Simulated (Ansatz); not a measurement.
**F started in the widest void in diamond C, 65 atoms, charge −1**

Wanted: path and barrier of the jump (PBEsol and HSE06).

Program: Ansatz 0.2.0, PAW, plane waves. These are calculated values, not measurements.

## (1) Starting point

65 atoms (64 C, 1 F); a = 7.108 Å, b = 7.108 Å, c = 7.108 Å, α = 90.00°, β = 90.00°, γ = 90.00°. All atoms were shaken off their sites by about 0.02 Å along each axis. Defect site 1: (0.375, 0.375, 0.375).

Plan of the steps: (2) PBEsol relaxation at the single k point (¼, ¼, ¼), on 1 × NVIDIA GB200 with 8 threads of Arm Neoverse-V2; (3) HSE06 single point at the single k point (¼, ¼, ¼), on 1 × NVIDIA GB200 with 8 threads of Arm Neoverse-V2; (4) PBEsol band at the single k point (¼, ¼, ¼), on 1 × NVIDIA GB200 with 8 threads of Arm Neoverse-V2; (5) HSE06 single point at the single k point (¼, ¼, ¼), on 1 × NVIDIA GB200 with 8 threads of Arm Neoverse-V2.

## (2) PBEsol relaxation in the fixed cell

File in.yaml:

```yaml
crystal:
  lattice:
    - [7.107606, 0.000000, 0.000000]
    - [0.000000, 7.107606, 0.000000]
    - [0.000000, 0.000000, 7.107606]
  atoms:
    - { symbol: C, position: [0.995448, 0.997601, 0.996227] }
    - { symbol: C, position: [0.001267, 0.003882, 0.502422] }
    - { symbol: C, position: [0.000349, 0.501025, 0.995966] }
    - { symbol: C, position: [0.996630, 0.498655, 0.495064] }
    - { symbol: C, position: [0.503702, 0.000652, 0.000379] }
    - { symbol: C, position: [0.500971, 0.001711, 0.494279] }
    - { symbol: C, position: [0.503209, 0.503780, 0.004114] }
    - { symbol: C, position: [0.497729, 0.497854, 0.498512] }
    - { symbol: C, position: [0.128756, 0.130664, 0.124551] }
    - { symbol: C, position: [0.123230, 0.126445, 0.626240] }
    - { symbol: C, position: [0.126723, 0.624533, 0.126384] }
    - { symbol: C, position: [0.119824, 0.626508, 0.629635] }
    - { symbol: C, position: [0.627479, 0.121208, 0.128804] }
    - { symbol: C, position: [0.617794, 0.128005, 0.629505] }
    - { symbol: C, position: [0.624381, 0.620995, 0.129252] }
    - { symbol: C, position: [0.625708, 0.623871, 0.628048] }
    - { symbol: C, position: [0.251977, 0.250206, 0.999157] }
    - { symbol: C, position: [0.252595, 0.246201, 0.497515] }
    - { symbol: C, position: [0.251864, 0.751122, 0.007202] }
    - { symbol: C, position: [0.248240, 0.748934, 0.497592] }
    - { symbol: C, position: [0.750338, 0.253634, 0.000549] }
    - { symbol: C, position: [0.747649, 0.249859, 0.492903] }
    - { symbol: C, position: [0.750051, 0.745490, 0.001981] }
    - { symbol: C, position: [0.752744, 0.752560, 0.497651] }
    - { symbol: C, position: [0.377284, 0.380272, 0.128989] }
    - { symbol: C, position: [0.375948, 0.375127, 0.623303] }
    - { symbol: C, position: [0.380072, 0.876729, 0.132238] }
    - { symbol: C, position: [0.374799, 0.873416, 0.620113] }
    - { symbol: C, position: [0.879563, 0.380366, 0.127406] }
    - { symbol: C, position: [0.875268, 0.376997, 0.625757] }
    - { symbol: C, position: [0.873604, 0.878029, 0.124400] }
    - { symbol: C, position: [0.881273, 0.875022, 0.618710] }
    - { symbol: C, position: [0.249542, 0.000024, 0.253583] }
    - { symbol: C, position: [0.246038, 0.000508, 0.747529] }
    - { symbol: C, position: [0.250443, 0.502359, 0.249050] }
    - { symbol: C, position: [0.250709, 0.503739, 0.752339] }
    - { symbol: C, position: [0.752084, 0.999984, 0.248107] }
    - { symbol: C, position: [0.750482, 0.995985, 0.750921] }
    - { symbol: C, position: [0.749373, 0.499252, 0.249135] }
    - { symbol: C, position: [0.749104, 0.502647, 0.745654] }
    - { symbol: C, position: [0.379274, 0.122830, 0.377488] }
    - { symbol: C, position: [0.375298, 0.127840, 0.873736] }
    - { symbol: C, position: [0.371659, 0.625156, 0.377912] }
    - { symbol: C, position: [0.377844, 0.622988, 0.871130] }
    - { symbol: C, position: [0.879211, 0.117684, 0.373585] }
    - { symbol: C, position: [0.875712, 0.126427, 0.876714] }
    - { symbol: C, position: [0.870208, 0.623260, 0.371331] }
    - { symbol: C, position: [0.871816, 0.625215, 0.874858] }
    - { symbol: C, position: [0.996578, 0.251238, 0.253849] }
    - { symbol: C, position: [0.002036, 0.252955, 0.747971] }
    - { symbol: C, position: [0.997148, 0.746840, 0.246547] }
    - { symbol: C, position: [0.005631, 0.749679, 0.747683] }
    - { symbol: C, position: [0.499624, 0.252222, 0.248795] }
    - { symbol: C, position: [0.500189, 0.250358, 0.751973] }
    - { symbol: C, position: [0.501728, 0.750073, 0.246775] }
    - { symbol: C, position: [0.500132, 0.749247, 0.756669] }
    - { symbol: C, position: [0.123402, 0.375784, 0.374400] }
    - { symbol: C, position: [0.120970, 0.371433, 0.876559] }
    - { symbol: C, position: [0.126729, 0.879222, 0.376682] }
    - { symbol: C, position: [0.129300, 0.880353, 0.875826] }
    - { symbol: C, position: [0.624300, 0.368929, 0.373588] }
    - { symbol: C, position: [0.625652, 0.375526, 0.878225] }
    - { symbol: C, position: [0.624330, 0.876124, 0.381665] }
    - { symbol: C, position: [0.623764, 0.872584, 0.869702] }
    - { symbol: F, position: [0.374319, 0.378250, 0.371939] }
  symmetry: { detect: false }
kpoints:
  mp_grid: { grid: [1, 1, 1], shift: [0.25, 0.25, 0.25] }
hamiltonian:
  xc: pbesol
total_charge: -1
scf:
  occupations: { method: fermi_dirac, width: 0.01 }
relax:
  f_tol: 0.03
  max_steps: 80
  escape_saddle: false
  adjacent_minimum: "off"
output:
  forces: true
  eigenvalues: true
  populations: true
  charged_corrections: { epsilon: 5.7 }
```

Launch:

```sh
> ansatz run in.yaml --threads 8 --pin off --max-ram 118750MiB --runs-dir r --events-out ev --progress --plain --backend cuda --devices 0, --max-vram 170GiB
```

Further steps of the session: HSE06 on the final geometry; Elastic band between the two sites; Single point with HSE06.

Before running it: what results should come out? Wanted: for each run, top filled to lowest empty.

The runs gave:

| level | time | top filled to lowest empty (eV) |
| --- | --- | --- |
| PBEsol, relaxation | 4.1 s (GPU) | 3.91 |
| HSE06 | 4.9 s (GPU) | 5.47 |
| HSE06, at the band's top | 5.6 s (GPU) | 4.24 |

```
                   quantity                             value
                 relaxation  5 recorded steps, 5.62 eV gained
              largest shift                      0.16 Å (C25)
barrier forwards, backwards                     0.50, 0.50 eV
                       jump                       F by 1.56 Å
            band iterations                                 5
    top less start by HSE06                           0.77 eV
```

**In words.** Relaxation gains 5.62 eV, with shifts up to 0.16 Å (C25). The PBEsol barrier is 0.50 eV forwards and 0.50 eV back, about 19 times kT at 300 K, without charge corrections. The cell's size and k points aren't converged for it. The program's check left the order of the top open. On the same two geometries HSE06 gives 0.77 eV. At the same k points, PBEsol gives a spacing 1.56 eV smaller than the 5.47 eV of HSE06. In a defect cell this spacing can involve defect levels, so it need not be the gap.
